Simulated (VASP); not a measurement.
# AsH₃: training a force field on the fly along a reaction coordinate

AsH₃, molecule in box, 4 atoms in the cell. PBE, machine-learned force field trained on the fly; PAW potentials As, H (PBE set).

## Input

INCAR.step1:
```
PREC     = Normal         # precision mode
ENCUT    = 250            # plane-wave cutoff, eV
EDIFF    = 1E-5           # SCF threshold, eV
LREAL    = F              # projectors in reciprocal space
ALGO     = Fast           # electronic algorithm
NELMIN   = 4            
NELM     = 100            # most SCF steps
ISYM     = 0            
ISMEAR   = 0              # smearing method
SIGMA    = 0.05           # smearing width, eV
LWAVE    = F              # write WAVECAR
LCHARG   = F              # write CHGCAR
IBRION   = 0              # ionic algorithm
ISIF     = 2              # what is computed and relaxed
TEBEG    = 300          
POTIM    = 0.7            # step
RANDOM_SEED= 943324 0 0   
MDALGO   = 1            
ANDERSEN_PROB= 0.1          
NSW      = 160            # ionic steps
INCREM   = 0.0          
ML_LMLFF = T            
ML_MODE  = train        
ML_CTIFOR= 1E-6         
ML_WTSIF = 1E-10        
ML_NMDINT= 1            
ML_ICRITERIA= 0             
```

INCAR.step2, as INCAR.step1 but for:
```
- TEBEG = 300
- RANDOM_SEED = 943324 0 0
- NSW = 160
- INCREM = 0.0
- ML_CTIFOR = 1E-6
- ML_NMDINT = 1
- ML_ICRITERIA = 0
+ TEBEG = 390
+ RANDOM_SEED = 461554 0 0
+ NSW = 4000
+ INCREM = -0.00046506637
+ ML_CTIFOR = 0.02
+ ML_NMDINT = 2
```

INCAR.step3, as INCAR.step2 but for:
```
- RANDOM_SEED = 461554 0 0
- INCREM = -0.00046506637
+ RANDOM_SEED = 302072 0 0
+ INCREM = 0.00046506637
```

INCAR.step4:
```
PREC     = Normal         # precision mode
ENCUT    = 250            # plane-wave cutoff, eV
EDIFF    = 1E-5           # SCF threshold, eV
LREAL    = F              # projectors in reciprocal space
ALGO     = Fast           # electronic algorithm
NELMIN   = 4            
NELM     = 100            # most SCF steps
ISYM     = 0            
ISMEAR   = 0              # smearing method
SIGMA    = 0.05           # smearing width, eV
LWAVE    = F              # write WAVECAR
LCHARG   = F              # write CHGCAR
ML_LMLFF = T            
ML_MODE  = refit        
ML_WTSIF = 1E-10         
```

INCAR.step5:
```
PREC     = Normal         # precision mode
ENCUT    = 250            # plane-wave cutoff, eV
ISYM     = 0            
ISMEAR   = 0              # smearing method
SIGMA    = 0.05           # smearing width, eV
LWAVE    = F              # write WAVECAR
LCHARG   = F              # write CHGCAR
ML_LMLFF = T            
ML_MODE  = run          
NWRITE   = 0            
IBRION   = 0              # ionic algorithm
ISIF     = 2              # what is computed and relaxed
TEBEG    = 300          
POTIM    = 0.7            # step
RANDOM_SEED= 867985 0 0   
MDALGO   = 1            
ANDERSEN_PROB= 0.014        
NSW      = 3600           # ionic steps
ML_OUTBLOCK= 10           
LBLUEOUT = T            
INCREM   = -0.00051674041
```

INCAR.step6:
```
PREC     = Normal         # precision mode
ENCUT    = 250            # plane-wave cutoff, eV
ISYM     = 0            
ISMEAR   = 0              # smearing method
SIGMA    = 0.05           # smearing width, eV
LWAVE    = F              # write WAVECAR
LCHARG   = F              # write CHGCAR
ML_LMLFF = T            
ML_MODE  = run          
NWRITE   = 2            
IBRION   = -1             # ionic algorithm
NSW      = 0              # ionic steps
```

INCAR.step7:
```
PREC     = Normal         # precision mode
ENCUT    = 250            # plane-wave cutoff, eV
EDIFF    = 1E-5           # SCF threshold, eV
LREAL    = F              # projectors in reciprocal space
ALGO     = Fast           # electronic algorithm
NELMIN   = 4            
NELM     = 100            # most SCF steps
ISYM     = 0            
ISMEAR   = 0              # smearing method
SIGMA    = 0.05           # smearing width, eV
LWAVE    = F              # write WAVECAR
LCHARG   = F              # write CHGCAR
```

KPOINTS:
```
k-points
0
Gamma
  1 1 1
```

ICONST:
```
T 3 2 4 1 0
```

POSCAR.step1:
```
AsH3
1.0
    8.5000000000      0.0000000000      0.0000000000
    0.0000000000      7.5000000000      0.0000000000
    0.0000000000      0.0000000000      8.0000000000
As H
1 3
Direct
    0.4825000000      0.5700266700      0.4389437400
    0.5490529500      0.5890533300      0.6146187500
    0.3822411800      0.4109466700      0.4898312400
    0.6177588200      0.4500133300      0.3853812500
```

POSCAR.step6:
```
AsH3
   1.00000000000000
     8.5000000000000000    0.0000000000000000    0.0000000000000000
     0.0000000000000000    7.5000000000000000    0.0000000000000000
     0.0000000000000000    0.0000000000000000    8.0000000000000000
  As              H
     1     3
Direct
  0.4828078500    0.5630837600    0.4426088600
  0.4790905700    0.7545608500    0.5315264800
  0.6537123200    0.5712499500    0.3835861200
  0.3931856100    0.6443790200    0.3001209900
```

POSCAR.step8:
```
AsH3
   1.00000000000000
     8.5000000000000000    0.0000000000000000    0.0000000000000000
     0.0000000000000000    7.5000000000000000    0.0000000000000000
     0.0000000000000000    0.0000000000000000    8.0000000000000000
  As              H
     1     3
Direct
  0.4837501000    0.5667605200    0.4408798400
  0.4222682100    0.5625569600    0.2733806200
  0.4380756200    0.4281352800    0.5668852500
  0.5950491000    0.7040276800    0.5045091000
```

Commands (each step's output is kept before the next begins):
```
cat potpaw_PBE.64/As/POTCAR potpaw_PBE.64/H/POTCAR > POTCAR
cp INCAR.step1 INCAR
cp POSCAR.step1 POSCAR
mpirun -np 4 vasp_gam > vasp.out
cp ML_ABN ../ML_AB
cp CONTCAR POSCAR
cp ../ML_AB ML_AB
cp INCAR.step2 INCAR
mpirun -np 4 vasp_gam > vasp.out
cp ML_ABN ../ML_AB
cp CONTCAR POSCAR
cp ../ML_AB ML_AB
cp INCAR.step3 INCAR
mpirun -np 4 vasp_gam > vasp.out
cp ML_ABN ../ML_AB
cp ML_FFN ../ML_FF.bayes
cp CONTCAR POSCAR
cp ../ML_AB ML_AB
cp INCAR.step4 INCAR
mpirun -np 4 vasp_gam > vasp.out
cp ML_FFN ../ML_FF
cp ../ML_FF ML_FF
cp INCAR.step5 INCAR
mpirun -np 4 vasp_gam > vasp.out
cp XDATCAR ../XDATCAR.path
# POSCAR: frame 29 of ../XDATCAR.path
cp INCAR.step6 INCAR
cp POSCAR.step6 POSCAR
mpirun -np 4 vasp_gam > vasp.out
rm ML_AB
# POSCAR: frame 29 of ../XDATCAR.path
cp INCAR.step7 INCAR
mpirun -np 4 vasp_gam > vasp.out
# POSCAR: frame 180 of ../XDATCAR.path
cp INCAR.step6 INCAR
cp POSCAR.step8 POSCAR
mpirun -np 4 vasp_gam > vasp.out
# POSCAR: frame 180 of ../XDATCAR.path
cp INCAR.step7 INCAR
mpirun -np 4 vasp_gam > vasp.out
```

## Result

- Force error of the fit (eV/Å): 0.004
- Energy error of the fit (eV/atom): 0.0007
- Barrier of the first pass (eV): 1.82

The training runs are MD at 300 to 390 K, 5.7 ps in all.

Reaction coordinate: out-of-plane angle of As1.

Between a frame near the start and one halfway, the force field gives 1.680 eV and DFT 1.675 eV.

ICONST:
```
T 3 2 4 1 0
```

ML_LOGFILE.step1:
```
# STATUS This line describes the overall status of each step.
# STATUS
# STATUS nstep ..... MD time step or input structure counter
# STATUS state ..... One-word description of step action
# STATUS             - "accurate"  (1) : Errors are low, force field is used
# STATUS             - "threshold" (2) : Errors exceeded threshold, structure is sampled from ab initio
# STATUS             - "learning"  (3) : Stored configurations are used for training force field
# STATUS             - "critical"  (4) : Errors are high, ab initio sampling and learning is enforced
# STATUS             - "predict"   (5) : Force field is used in prediction mode only, no error checking
# STATUS             - "predfast"  (6) : Prediction mode only, no error checking, no error estimates
# STATUS             - "interval"  (7) : Errors exceeded threshold, but too close to last sampling (ML_NMDINT)
# STATUS is ........ Integer representation of above one-word description (integer in parenthesis)
# STATUS doabin .... Perform ab initio calculation (T/F)
# STATUS iff ....... Force field available (T/F, False after startup hints to possible convergence problems)
[... 34 lines left out ...]
BEEF                  157   3.64709725E-06   6.65567421E-04   3.58196284E-04   1.00000000E-06   2.31582436E-02   1.31541113E-02
BEEF                  158   3.89762133E-06   7.86641341E-04   4.05286580E-04   1.00000000E-06   2.42246851E-02   1.36864464E-02
BEEF                  159   3.98113689E-06   9.05212136E-04   4.54983799E-04   1.00000000E-06   2.41055801E-02   1.35906403E-02
BEEF                  160   4.17321080E-06   1.00074551E-03   5.04466228E-04   1.00000000E-06   2.55580499E-02   1.44836857E-02
ERR                   157   6.45599346E-05   3.02108000E-03   1.51602445E+00
ERR                   158   5.82886600E-05   3.02857612E-03   1.54146276E+00
ERR                   159   5.66908353E-05   3.05475569E-03   1.54150942E+00
ERR                   160   5.39758991E-05   3.16704646E-03   1.56201908E+00
```

ML_LOGFILE.step2:
```
# STATUS This line describes the overall status of each step.
# STATUS
# STATUS nstep ..... MD time step or input structure counter
# STATUS state ..... One-word description of step action
# STATUS             - "accurate"  (1) : Errors are low, force field is used
# STATUS             - "threshold" (2) : Errors exceeded threshold, structure is sampled from ab initio
# STATUS             - "learning"  (3) : Stored configurations are used for training force field
# STATUS             - "critical"  (4) : Errors are high, ab initio sampling and learning is enforced
# STATUS             - "predict"   (5) : Force field is used in prediction mode only, no error checking
# STATUS             - "predfast"  (6) : Prediction mode only, no error checking, no error estimates
# STATUS             - "interval"  (7) : Errors exceeded threshold, but too close to last sampling (ML_NMDINT)
# STATUS is ........ Integer representation of above one-word description (integer in parenthesis)
# STATUS doabin .... Perform ab initio calculation (T/F)
# STATUS iff ....... Force field available (T/F, False after startup hints to possible convergence problems)
[... 34 lines left out ...]
BEEF                 3997   8.54940000E-05   7.04325081E-03   3.66688716E-03   2.00000000E-02   7.27236589E-02   4.06630523E-02
BEEF                 3998   8.38335184E-05   6.93465738E-03   3.60981826E-03   2.00000000E-02   7.22826334E-02   4.02481316E-02
BEEF                 3999   8.24669883E-05   6.82749236E-03   3.55305215E-03   2.00000000E-02   7.20250092E-02   3.99579165E-02
BEEF                 4000   8.72318427E-05   7.15700208E-03   3.65598985E-03   2.00000000E-02   7.61955654E-02   4.22326963E-02
ERR                  1117   2.48887158E-04   3.63873930E-03   1.53730108E+00
ERR                  1285   2.76540431E-04   3.68498017E-03   1.42693339E+00
ERR                  1705   5.14042045E-04   4.36731030E-03   1.42822828E+00
ERR                  4000   8.27815210E-04   4.61232197E-03   1.48714490E+00
```

ML_LOGFILE.step3:
```
# STATUS This line describes the overall status of each step.
# STATUS
# STATUS nstep ..... MD time step or input structure counter
# STATUS state ..... One-word description of step action
# STATUS             - "accurate"  (1) : Errors are low, force field is used
# STATUS             - "threshold" (2) : Errors exceeded threshold, structure is sampled from ab initio
# STATUS             - "learning"  (3) : Stored configurations are used for training force field
# STATUS             - "critical"  (4) : Errors are high, ab initio sampling and learning is enforced
# STATUS             - "predict"   (5) : Force field is used in prediction mode only, no error checking
# STATUS             - "predfast"  (6) : Prediction mode only, no error checking, no error estimates
# STATUS             - "interval"  (7) : Errors exceeded threshold, but too close to last sampling (ML_NMDINT)
# STATUS is ........ Integer representation of above one-word description (integer in parenthesis)
# STATUS doabin .... Perform ab initio calculation (T/F)
# STATUS iff ....... Force field available (T/F, False after startup hints to possible convergence problems)
[... 30 lines left out ...]
SPRSC                   0       192       192 As        47        47 H        124       123
SPRSC                4000       193       193 As        48        48 H        124       124
BEEF                 3997   8.12976790E-05   6.84070606E-03   3.66337884E-03   2.00000000E-02   1.07177839E-01   4.99825054E-02
BEEF                 3998   8.23675439E-05   7.12951035E-03   3.77545308E-03   2.00000000E-02   1.08039420E-01   5.04027273E-02
BEEF                 3999   8.43069140E-05   7.48260561E-03   3.91711362E-03   2.00000000E-02   1.08885871E-01   5.09008780E-02
BEEF                 4000   8.67304411E-05   8.26050937E-03   4.14451684E-03   2.00000000E-02   1.13306372E-01   5.35115457E-02
ERR                     0   8.26442268E-04   4.60802478E-03   1.48609599E+00
ERR                  4000   9.08070090E-04   4.91030200E-03   1.45136792E+00
```

ML_LOGFILE.step4:
```
# STATUS This line describes the overall status of each step.
# STATUS
# STATUS nstep ..... MD time step or input structure counter
# STATUS state ..... One-word description of step action
# STATUS             - "accurate"  (1) : Errors are low, force field is used
# STATUS             - "threshold" (2) : Errors exceeded threshold, structure is sampled from ab initio
# STATUS             - "learning"  (3) : Stored configurations are used for training force field
# STATUS             - "critical"  (4) : Errors are high, ab initio sampling and learning is enforced
# STATUS             - "predict"   (5) : Force field is used in prediction mode only, no error checking
# STATUS             - "predfast"  (6) : Prediction mode only, no error checking, no error estimates
# STATUS             - "interval"  (7) : Errors exceeded threshold, but too close to last sampling (ML_NMDINT)
# STATUS is ........ Integer representation of above one-word description (integer in parenthesis)
# STATUS doabin .... Perform ab initio calculation (T/F)
# STATUS iff ....... Force field available (T/F, False after startup hints to possible convergence problems)
[... 19 lines left out ...]
# BEEF bee_max_stress ... Bayesian error estimate of stresses (max) (kB)
# BEEF bee_ave_stress ... Bayesian error estimate of stresses (average) (kB)
# BEEF              nstep       bee_energy    bee_max_force    bee_ave_force        threshold   bee_max_stress   bee_ave_stress
# BEEF                  2                3                4                5                6                7                8
# SPRSC This line shows the results of sparsification regarding the number
# SPRSC of reference structures and local reference configurations.
# SPRSC
STATUS                  0  learning  3      T      F         0         0
STATUS                  1  accurate  1      F      T         1         1
SPRSC                   0       193       193 As        48        48 H        124       124
ERR                     0   7.05606560E-04   4.00869408E-03   1.52614845E+00
```

Limits: the nuclei move classically.

VASP 6.6.1 took 72 s on 4 cores (Intel Xeon 6975P-C (Granite Rapids)), a shared host.
